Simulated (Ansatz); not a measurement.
The system is PtSe2 (Sudovikovite).

```
Pt Se
1.0
     3.72400    0.00000    0.00000
    -1.86200    3.22508    0.00000
     0.00000    0.00000    5.06200
Pt Se
1 2
Direct
  0.00000 0.00000 0.00000
  0.66667 0.33333 0.75000
  0.33333 0.66667 0.25000
```

- Program: Ansatz 0.2.0
- Task: relaxation of cell and atoms
- Functional: r2SCAN
- Potentials or basis: Ansatz PAW
- Cutoff: 500 eV (not typed: the program's choice for these potentials)
- k mesh: 8 × 8 × 5
- Occupations: fermi-dirac, width 0.05 eV
- Spin: no spin polarisation

At the start: volume 20.27 Å³/atom.

Task: Where does the relaxation end?

Result: It ends after 9 steps and the volume is 23.21 Å³/atom (+14.6 %); space group P-3m1 (No. 164, to 0.05 Å).

Step by step:
| step | energy change (eV) | largest force (eV/Å) | volume (Å³) |
| --- | --- | --- | --- |
| 1 | 0.0000 | 0.3731 | 60.80 |
| 2 | -0.0360 | 0.1341 | 66.21 |
| 3 | -0.0538 | 0.1188 | 65.40 |
| 4 | -0.0628 | 0.0228 | 66.17 |
| 5 | -0.0673 | 0.0690 | 67.63 |
| 6 | -0.0694 | 0.0280 | 68.90 |
| 7 | -0.0697 | 0.0114 | 69.56 |
| 8 | -0.0697 | 0.0000 | 69.64 |
| 9 | -0.0716 | 0.0000 | 69.64 |

Final structure:
```
Pt Se
1.0
     3.71752    0.00000    0.00000
    -1.85876    3.21947    0.00000
     0.00000    0.00000    5.81898
Pt Se
1 2
Direct
  0.00000 0.00000 0.00000
  0.66667 0.33333 0.77469
  0.33333 0.66667 0.22531
```

Caveat: the plane-wave basis is chosen anew once the cell has moved, so the energies of steps on either side of that aren't comparable; the volume moved by +15 % from the deposited cell, more than functionals usually miss; the PAW data sets come from PBE, with cores solved anew for the run's functional, which leaves a small shift of forces and pressure.
